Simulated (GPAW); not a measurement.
The system is CoO.

```
CELL_PARAMETERS angstrom
0.00000 2.13150 2.13150
2.13150 0.00000 2.13150
2.13150 2.13150 0.00000
ATOMIC_POSITIONS crystal
Co 0.00000 0.00000 0.00000
O 0.50000 0.50000 0.50000
```

- Program: GPAW 26.7.0
- Task: relaxation of cell and atoms
- Functional: LDA
- Potentials or basis: the program's PAW data sets (release 1.2.1) made for this functional
- Cutoff: 800 eV
- Basis: pw
- k mesh: 8 × 8 × 8
- Occupations: fermi-dirac, width 0.05 eV
- Spin: collinear spin, ferromagnetic start
- Starting moments: [2.0, 0.0] μB

At the start: pressure -18.7 GPa; volume 9.68 Å³/atom.

How do energy, volume and symmetry change on relaxing?

Over 5 steps the energy falls by 70.8 meV/atom and the volume is 8.44 Å³/atom (-12.8 %); space group Fm-3m (No. 225, to 0.05 Å); moment 1.98 μB per cell.

The path:
| step | energy change (eV) | largest force (eV/Å) | pressure (GPa) | volume (Å³) |
| --- | --- | --- | --- | --- |
| 1 | 0.0000 | 0.0000 | -18.71 | 19.37 |
| 2 | -0.0486 | 0.0000 | -15.09 | 18.90 |
| 3 | -0.1359 | 0.0000 | -4.93 | 17.29 |
| 4 | -0.1381 | 0.0000 | 3.25 | 16.64 |
| 5 | -0.1416 | 0.0000 | 0.04 | 16.89 |

Final structure:
```cif
data_structure
_symmetry_space_group_name_H-M 'P 1'
_symmetry_Int_Tables_number 1
_cell_length_a 2.8798
_cell_length_b 2.8798
_cell_length_c 2.8798
_cell_angle_alpha 60.000
_cell_angle_beta 60.000
_cell_angle_gamma 60.000
_cell_volume 16.89
loop_
_atom_site_label
_atom_site_type_symbol
_atom_site_fract_x
_atom_site_fract_y
_atom_site_fract_z
_atom_site_occupancy
Co1 Co 0.00000 0.00000 0.00000 1
O1 O 0.50000 0.50000 0.50000 1
```

Caveat: each step starts from the last one's moments, so a moment once lost doesn't come back; later steps reuse the first step's grids; a cell with one magnetic atom can't hold antiferromagnetic order, which such compounds often take.
